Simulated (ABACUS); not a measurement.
CuI (Marshite) under changes of volume

One of the cells (27.859 Å³/atom); the others are scaled copies at fixed shape and fractional positions:

```xyz
2
Lattice="0.0000 3.0315 3.0315 3.0315 0.0000 3.0315 3.0315 3.0315 0.0000" Properties=species:S:1:pos:R:3 pbc="T T T"
I     0.0000    0.0000    0.0000
Cu    4.5473    4.5473    4.5473
```

| Quantity | Value |
| --- | --- |
| Program | ABACUS 3.10.1 |
| Functional | AM05 |
| Potentials or basis | GBRV ultrasoft 1.5 PBEsol |
| Cutoff | 544 eV |
| Density cutoff | 4354 eV |
| Basis | plane waves |
| k mesh | 6 × 6 × 6 |
| Occupations | fermi-dirac, width 0.05 eV |
| Spin | no spin polarisation |

| volume (Å³/atom) | energy over the lowest point (meV/atom) | pressure (GPa) | gap on the mesh (eV) |
| --- | --- | --- | --- |
| 26.188 | ? | ? | ? |
| 26.745 | 0.00 | -0.5 | 1.19 |
| 27.302 | 2.58 | -1.2 | 1.14 |
| 27.859 | 7.94 | -2.1 | 1.09 |
| 28.417 | 15.77 | -2.8 | 1.04 |
| 28.974 | 25.70 | -3.3 | 0.99 |
| 29.531 | 37.49 | -3.7 | 0.95 |

Question: What does the run at 26.188 Å³/atom give?

Answer: Energy over the lowest point 0.60 meV/atom; pressure 0.6 GPa; gap on the mesh 1.25 eV.

Worked out: A Birch-Murnaghan fit of order 3 (a polynomial in V^(-2/3)) to the other rows has its minimum at 26.57 Å³/atom, just outside them, with B0 = V·E''(V) = 46 GPa and B' = 5.4. It gives 0.62 meV/atom at 26.188 Å³/atom, against the run's 0.60, and -dE/dV = 0.7 GPa, against 0.6. A straight line through the other rows of the gap, of slope -2.45 eV per unit of ln V (its deformation potential), extrapolates to 1.24 eV, against the run's 1.25.

Energies are extrapolated to zero smearing.

Caveats: the potentials were made for another functional, which shifts forces and pressure; spin-orbit coupling is left out, which moves the levels of the heavy elements.
